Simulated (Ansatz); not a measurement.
MnO, 4 atoms in the cell. The typed cell holds 4 atoms: a = 3.372 Å, b = 3.372 Å, c = 5.386 Å, α = 90.00°, β = 90.00°, γ = 120.00°.  The cell isn't the ideal one: atoms moved at random, drawn with an rms of 0.05 Å.

| Quantity | Value |
| --- | --- |
| Program | Ansatz 0.2.0 |
| Task | single point |
| Functional | PBEsol |
| Potentials or basis | Ansatz PAW |
| Cutoff | 420 eV (not typed: the program's choice for these potentials) |
| k mesh | 9 × 9 × 5 |
| Occupations | fermi-dirac, width 0.05 eV |
| Spin | collinear spin, ferromagnetic start |
| Starting moments | [4.0, 4.0, 0.0, 0.0] μB |

Potentials or basis: Ansatz PAW.

Run with:

```bash
$ ansatz run input.yaml --threads 2 --pin off --max-ram 5632MiB --backend cpu --events-out ev --progress --plain --runs-dir out
```

Hardware: 2 threads of Arm Neoverse V2, on a shared host.

How long does it take, and how much memory?

Run time: 80 s on 2 threads of Arm Neoverse V2, on a shared host, peak memory 0.97 GiB. Counts: scf iterations 22, plane waves 1085, k points 203, bands 30.
